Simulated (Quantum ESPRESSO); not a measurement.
# HgTe (I-4m2) in Quantum ESPRESSO: settings compared

The runs below take HgTe through phonons, phonons and electron-phonon coupling, with PBEsol, PBE, LDA.

Everything below comes from runs of Quantum ESPRESSO 7.5. Logs are shortened: lines on timing, memory, paths and dates and some standing lists are left out, and cuts for length are marked.

## 1. Starting point

Symmetry: I-4m2, No. 119, tetragonal system. The conventional cell has a = 6.091 Å, b = 6.091 Å, c = 3.119 Å, α = 90.00°, β = 90.00°, γ = 90.00°. Hg (site symmetry -4m2) is surrounded by 2 Hg at 3.12 Å and 4 Te at 3.14 Å. Te (site symmetry -4m2) has 2 Te at 3.12 Å and 4 Hg at 3.14 Å as nearest neighbours.

Measurements of this composition are mostly on another form, of space group No. 216.

## 2. Phonons, PBEsol

pw.in

```
&CONTROL
  calculation = 'scf'
  prefix = 'pwscf'
  outdir = './tmp'
  pseudo_dir = './pseudo'
  tprnfor = .true.
  tstress = .true.
  disk_io = 'low'
/
&SYSTEM
  ibrav = 0
  celldm(1) = 8
  nat = 2
  ntyp = 2
  ecutwfc = 45
  ecutrho = 360
  nbnd = 15
  occupations = 'smearing'
  smearing = 'mv'
  degauss = 0.01999163
/
&ELECTRONS
  conv_thr = 4d-10
  electron_maxstep = 120
  mixing_beta = 0.5
/
ATOMIC_SPECIES
Hg   200.5920 hg_pbesol_v1.uspp.F.UPF
Te   127.6000 te_pbesol_v1.uspp.F.UPF
CELL_PARAMETERS alat
 -0.7194194442923   0.7194194442923   0.3683572270003
  0.7194194442923  -0.7194194442923   0.3683572270003
  0.7194194442923   0.7194194442923  -0.3683572270003
ATOMIC_POSITIONS crystal
Hg     0.7500000000    0.2500000000    0.5000000000
Te     0.0000000000    0.0000000000    0.0000000000
K_POINTS automatic
10 10 10 0 0 0
```

relax.in

```
&CONTROL
  calculation = 'vc-relax'
  prefix = 'pwscf'
  outdir = './tmp'
  pseudo_dir = './pseudo'
  tprnfor = .true.
  tstress = .true.
  disk_io = 'low'
  nstep = 40
  forc_conv_thr = 0.0001
  etot_conv_thr = 1d-06
/
&SYSTEM
  ibrav = 0
  celldm(1) = 8
  nat = 2
  ntyp = 2
  ecutwfc = 45
  ecutrho = 360
  nbnd = 15
  occupations = 'smearing'
  smearing = 'mv'
  degauss = 0.01999163
/
&ELECTRONS
  conv_thr = 4d-10
  electron_maxstep = 120
  mixing_beta = 0.5
/
&IONS
  ion_dynamics = 'bfgs'
/
&CELL
  cell_dynamics = 'bfgs'
  press = 0
  press_conv_thr = 0.2
/
ATOMIC_SPECIES
Hg   200.5920 hg_pbesol_v1.uspp.F.UPF
Te   127.6000 te_pbesol_v1.uspp.F.UPF
CELL_PARAMETERS alat
 -0.7194194442923   0.7194194442923   0.3683572270003
  0.7194194442923  -0.7194194442923   0.3683572270003
  0.7194194442923   0.7194194442923  -0.3683572270003
ATOMIC_POSITIONS crystal
Hg     0.7500000000    0.2500000000    0.5000000000
Te     0.0000000000    0.0000000000    0.0000000000
K_POINTS automatic
10 10 10 0 0 0
```

scf2.in

```
&CONTROL
  calculation = 'scf'
  prefix = 'pwscf'
  outdir = './tmp'
  pseudo_dir = './pseudo'
  tprnfor = .true.
  tstress = .true.
  disk_io = 'low'
/
&SYSTEM
  ibrav = 0
  celldm(1) = 8
  nat = 2
  ntyp = 2
  ecutwfc = 45
  ecutrho = 360
  nbnd = 15
  occupations = 'smearing'
  smearing = 'mv'
  degauss = 0.01999163
/
&ELECTRONS
  conv_thr = 1d-13
  electron_maxstep = 120
  mixing_beta = 0.5
  startingpot = 'file'
  startingwfc = 'file'
/
ATOMIC_SPECIES
Hg   200.5920 hg_pbesol_v1.uspp.F.UPF
Te   127.6000 te_pbesol_v1.uspp.F.UPF
CELL_PARAMETERS alat
 -0.6825941545340   0.6825941545340   0.3769564970676
  0.6825941545340  -0.6825941545340   0.3769564970676
  0.6825941545340   0.6825941545340  -0.3769564970676
ATOMIC_POSITIONS crystal
Hg     0.7500000000    0.2500000000    0.5000000000
Te     0.0000000000    0.0000000000    0.0000000000
K_POINTS automatic
10 10 10 0 0 0
```

ph.in

```
phonons of HgTe
&INPUTPH
  prefix = 'pwscf'
  outdir = './tmp'
  tr2_ph = 1d-18
  fildyn = 'dyn'
  niter_ph = 90
  alpha_mix(1) = 0.4
/
0.0000000000 0.0000000000 0.0000000000
```

dynmat.in

```
&INPUT
  fildyn = 'dyn'
  asr = 'crystal'
  filout = 'dynmat.disp'
  fileig = 'dynmat.eig'
/
```

Potentials or basis: GBRV 1.5 PBEsol.

The run is started by

```
OMP_NUM_THREADS=1 pw.x -in pw.in > pw.out
OMP_NUM_THREADS=1 pw.x -in relax.in > relax.out
OMP_NUM_THREADS=1 pw.x -in scf2.in > scf2.out
OMP_NUM_THREADS=1 ph.x -in ph.in > ph.out
OMP_NUM_THREADS=1 dynmat.x -in dynmat.in > dynmat.out
```

pw.out:

```text
This program is part of the open-source Quantum ESPRESSO suite
     for quantum simulation of materials; please cite
[... 9 lines left out ...]
     --------------------
     sticks:   dense  smooth     PW     G-vecs:    dense   smooth      PW
     Sum        1373     687    251                44989    15953    3411

     Using Slab Decomposition

     bravais-lattice index     =            0
     lattice parameter (alat)  =       8.0000  a.u.
     unit-cell volume          =     390.4483 (a.u.)^3
     number of atoms/cell      =            2
     number of atomic types    =            2
     number of electrons       =        18.00
     number of Kohn-Sham states=           15
     kinetic-energy cutoff     =      45.0000  Ry
     charge density cutoff     =     360.0000  Ry
     scf convergence threshold =      4.0E-10
     mixing beta               =       0.5000
     number of iterations used =            8  plain     mixing
     Exchange-correlation= SLA  PW   PSX  PSC
                           (   1   4  10   8   0   0   0)

     celldm(1)=   8.000000  celldm(2)=   0.000000  celldm(3)=   0.000000
     celldm(4)=   0.000000  celldm(5)=   0.000000  celldm(6)=   0.000000

     crystal axes: (cart. coord. in units of alat)
               a(1) = (  -0.719419   0.719419   0.368357 )
               a(2) = (   0.719419  -0.719419   0.368357 )
               a(3) = (   0.719419   0.719419  -0.368357 )

     reciprocal axes: (cart. coord. in units 2 pi/alat)
               b(1) = (  0.000000  0.695005  1.357378 )
               b(2) = (  0.695005  0.000000  1.357378 )
               b(3) = (  0.695005  0.695005  0.000000 )

     PseudoPot. # 1 for Hg read from file:
     hg_pbesol_v1.uspp.F.UPF
     Pseudo is Ultrasoft + core correction, Zval = 12.0
     Generated by new atomic code, or converted to UPF format
     Using radial grid of  985 points,  6 beta functions with:
                l(1) =   0
                l(2) =   0
                l(3) =   1
                l(4) =   1
                l(5) =   2
                l(6) =   2
     Q(r) pseudized with  8 coefficients,  rinner =    2.000   2.000   2.000
                                                       2.000   2.000

     PseudoPot. # 2 for Te read from file:
     te_pbesol_v1.uspp.F.UPF
     Pseudo is Ultrasoft + core correction, Zval =  6.0
     Generated by new atomic code, or converted to UPF format
     Using radial grid of  891 points,  5 beta functions with:
                l(1) =   0
                l(2) =   0
                l(3) =   1
                l(4) =   1
                l(5) =   2
     Q(r) pseudized with  6 coefficients,  rinner =    1.800   1.800   1.800
                                                       1.800   1.800

     atomic species   valence    mass     pseudopotential
     Hg               12.00   200.59200     Hg( 1.00)
     Te                6.00   127.60000     Te( 1.00)

      8 Sym. Ops. (no inversion) found

   Cartesian axes

     site n.     atom                  positions (alat units)
         1        Hg     tau(   1) = (   0.0000000   0.7194194   0.1841786  )
         2        Te     tau(   2) = (   0.0000000   0.0000000   0.0000000  )

     number of k points=   102  Marzari-Vanderbilt smearing, width (Ry)=  0.0200

     Number of k-points >= 100: set verbosity='high' to print them.

     Dense  grid:    44989 G-vectors     FFT dimensions: (  54,  54,  54)

     Smooth grid:    15953 G-vectors     FFT dimensions: (  40,  40,  40)

     Initial potential from superposition of free atoms

     starting charge      17.9997, renormalised to      18.0000
     Starting wfcs are   13 randomized atomic wfcs +    2 random wfcs

     Self-consistent Calculation

     iteration #  1     ecut=    45.00 Ry     beta= 0.50
     Davidson diagonalization with overlap
     ethr =  1.00E-02,  avg # of iterations =  5.0

     Threshold (ethr) on eigenvalues was too large:
     Diagonalizing with lowered threshold

     Davidson diagonalization with overlap
     ethr =  2.64E-04,  avg # of iterations =  2.9

     total energy              =    -133.93808275 Ry
     estimated scf accuracy    <       0.04573711 Ry

     iteration #  2     ecut=    45.00 Ry     beta= 0.50
     Davidson diagonalization with overlap
     ethr =  2.54E-04,  avg # of iterations =  2.0

     total energy              =    -133.95035692 Ry
     estimated scf accuracy    <       0.02241006 Ry

     iteration #  3     ecut=    45.00 Ry     beta= 0.50
     Davidson diagonalization with overlap
     ethr =  1.25E-04,  avg # of iterations =  1.5

     total energy              =    -133.95435448 Ry
     estimated scf accuracy    <       0.00061934 Ry

     iteration #  4     ecut=    45.00 Ry     beta= 0.50
     Davidson diagonalization with overlap
     ethr =  3.44E-06,  avg # of iterations =  6.9

     total energy              =    -133.95444767 Ry
     estimated scf accuracy    <       0.00003024 Ry

     iteration #  5     ecut=    45.00 Ry     beta= 0.50
     Davidson diagonalization with overlap
     ethr =  1.68E-07,  avg # of iterations =  3.8

     total energy              =    -133.95446156 Ry
     estimated scf accuracy    <       0.00000215 Ry

     iteration #  6     ecut=    45.00 Ry     beta= 0.50
     Davidson diagonalization with overlap
     ethr =  1.19E-08,  avg # of iterations =  3.0

     total energy              =    -133.95446198 Ry
     estimated scf accuracy    <       0.00000035 Ry

     iteration #  7     ecut=    45.00 Ry     beta= 0.50
     Davidson diagonalization with overlap
     ethr =  1.93E-09,  avg # of iterations =  2.3

     total energy              =    -133.95446204 Ry
     estimated scf accuracy    <       0.00000002 Ry

     iteration #  8     ecut=    45.00 Ry     beta= 0.50
     Davidson diagonalization with overlap
     ethr =  1.29E-10,  avg # of iterations =  3.5

     total energy              =    -133.95446205 Ry
     estimated scf accuracy    <          7.2E-09 Ry

     iteration #  9     ecut=    45.00 Ry     beta= 0.50
     Davidson diagonalization with overlap
     ethr =  4.00E-11,  avg # of iterations =  2.0

     End of self-consistent calculation

     Number of k-points >= 100: set verbosity='high' to print the bands.

     the Fermi energy is     7.8012 ev

!    total energy              =    -133.95446205 Ry
     estimated scf accuracy    <          5.3E-11 Ry
     smearing contrib. (-TS)   =      -0.00042745 Ry
     internal energy E=F+TS    =    -133.95403460 Ry

     The total energy is F=E-TS. E is the sum of the following terms:
     one-electron contribution =     -20.88744251 Ry
     hartree contribution      =      24.31049048 Ry
     xc contribution           =     -52.99381170 Ry
     ewald contribution        =     -84.38327088 Ry

     convergence has been achieved in   9 iterations

     Forces acting on atoms (cartesian axes, Ry/au):

     atom    1 type  1   force =     0.00000000    0.00000000    0.00000000
     atom    2 type  2   force =     0.00000000    0.00000000    0.00000000

     Total force =     0.000000     Total SCF correction =     0.000000

     Computing stress (Cartesian axis) and pressure

          total   stress  (Ry/bohr**3)                   (kbar)     P=      -33.48
  -0.00032425  -0.00000000  -0.00000000          -47.70       -0.00       -0.00
  -0.00000000  -0.00032425   0.00000000           -0.00      -47.70        0.00
  -0.00000000   0.00000000  -0.00003436           -0.00        0.00       -5.05

=------------------------------------------------------------------------------=
   JOB DONE.
=------------------------------------------------------------------------------=
```

It took 20 min on 1 thread of Arm Neoverse V2, shared host; peak memory 0.24 GiB.

Results:

* Free energy: -1822.6494 eV
* Relaxed volume: 26.65 Å³/atom
* Relaxed cell: a = 4.387 Å, b = 4.387 Å, c = 4.387 Å, α = 97.60°, β = 97.60°, γ = 137.34°
* Space group after relaxing (to 0.05 Å): I-4m2 (No. 119)
* Pressure after relaxing: 0.0 GPa
* Band gap on the k mesh: none (metal or under the smearing width)
* Highest phonon frequency at Γ: 99 cm⁻¹

Step by step:
```csv
step,energy change (eV),largest force (eV/Å),pressure (GPa),volume (Å³)
1,0.0000,0.0000,-3.35,57.86
2,-0.0265,0.0000,-2.78,56.88
3,-0.0598,0.0000,-1.87,55.50
4,-0.0930,0.0000,-0.29,53.61
5,-0.1009,0.0000,1.24,52.19
6,-0.1031,0.0000,0.71,52.64
7,-0.1055,0.0000,0.15,53.14
8,-0.1064,0.0000,-0.05,53.34
9,-0.1064,0.0000,-0.02,53.32
10,-0.1064,0.0000,0.00,53.30
```

Final structure:
```cif
data_structure
_symmetry_space_group_name_H-M 'P 1'
_symmetry_Int_Tables_number 1
_cell_length_a 4.3872
_cell_length_b 4.3872
_cell_length_c 4.3872
_cell_angle_alpha 97.603
_cell_angle_beta 97.603
_cell_angle_gamma 137.339
_cell_volume 53.30
loop_
_atom_site_label
_atom_site_type_symbol
_atom_site_fract_x
_atom_site_fract_y
_atom_site_fract_z
_atom_site_occupancy
Hg1 Hg 0.75000 0.25000 0.50000 1
Te1 Te 0.00000 0.00000 0.00000 1
```

Levels at points of the mesh, in eV from the Fermi level:
| k point | band 6 | band 7 | band 8 | band 9 | band 10 | band 11 | band 12 | band 13 |
| --- | --- | --- | --- | --- | --- | --- | --- | --- |
| (0.00, 0.00, 0.00) | -6.58 | -3.07 | -2.47 | -2.47 | 2.91 | 4.71 | 7.87 | 7.87 |
| (0.00, 0.00, -0.50) | -6.48 | -6.39 | -0.53 | 2.12 | 2.26 | 2.39 | 3.47 | 8.25 |
| (0.00, -0.50, 0.00) | -6.59 | -4.73 | -2.22 | -1.51 | -0.52 | 3.49 | 3.60 | 6.11 |
| (-0.50, -0.50, -0.50) | -6.20 | -4.82 | -4.82 | -4.63 | 2.44 | 6.06 | 9.24 | 9.24 |

Phonon frequencies in cm⁻¹ (negative: imaginary):
```csv
q point,frequencies
"(0.000, 0.000, 0.000)",-1 -1 -1 17 99 99
```

Optical modes at Γ, degenerate ones joined:
| cm⁻¹ | components | symmetry | active in |
| --- | --- | --- | --- |
| 17 | 1 | B2 | IR and Raman |
| 99 | 2 | E | IR and Raman |

[end of part 1 of 3]
